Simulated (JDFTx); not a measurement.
Runs of JDFTx 1.7.0 (patched build) on Sb. The structure is trigonal, space group R-3m (No. 166). The conventional cell has a = 4.308 Å, b = 4.308 Å, c = 11.274 Å, α = 90.00°, β = 90.00°, γ = 120.00°. Sb (site symmetry 3m) has 3 Sb at 2.91 Å as nearest neighbours. 

```tsv
level	potentials or basis	cell	cutoff (eV)	smearing	gap on the mesh (eV)	pressure (GPa)	largest force (eV/Å)
PBEsol	PseudoDojo-SR-PBEsol-0.4.1-standard with smoothed tails	atoms moved at random, drawn with an rms of 0.05 Å	1088	fermi-dirac 0.05 eV	none	-0.5	0.11
PBEsol	PseudoDojo-SR-PBEsol-0.4.1-standard with smoothed tails	as given	1088	gaussian 0.1 eV	none	0.0	0.12
LDA	PseudoDojo-SR-LDA-0.4.1-standard with smoothed tails	as given	1143	gaussian 0.05 eV	none	-1.2	(a)
PBEsol	PseudoDojo-SR-PBEsol-0.4.1-standard with smoothed tails	as given	1088	fermi-dirac 0.05 eV	none	0.0	0.12
```

Alike in all rows: task single point; no spin polarisation; k mesh 8 × 8 × 8.

Task: Fill in the values left out.

Result: (a) 0.01.

A k mesh can miss the band edges, and the runs leave out spin-orbit coupling on Sb.

A gap of «none» marks a metal or a gap under the smearing width.
